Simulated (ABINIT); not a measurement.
Crystal: ZrN.

```
Zr N
1.0
     0.00000    2.30000    2.30000
     2.30000    0.00000    2.30000
     2.30000    2.30000    0.00000
Zr N
1 1
Direct
  0.50000 0.50000 0.50000
  0.00000 0.00000 0.00000
```

Program: ABINIT 10.8.3 (patched build). Alike in all runs: task band structure; cell as given; k mesh 10 × 10 × 10; smearing fermi-dirac 0.05 eV.

Task: Order these runs on this cell by their pressure, lowest first.
A. level BP86; potentials or basis JTH PAW PBE v2.0; spin off; cutoff (eV) 707; fine-grid cutoff 1306.15 eV
B. level HCTH407; potentials or basis JTH PAW PBE v2.0; spin SOC, no magnetisation; cutoff (eV) 707; fine-grid cutoff 1306.15 eV
C. level PBEsol; potentials or basis PseudoDojo NC SR PBEsol v0.4.1 standard; spin off; cutoff (eV) 1143

Result: C (-7.6 GPa), B (-4.3 GPa), A (-0.2 GPa).

Caveats: the PAW data sets were made with another functional, which shifts forces and pressure a little (some runs).
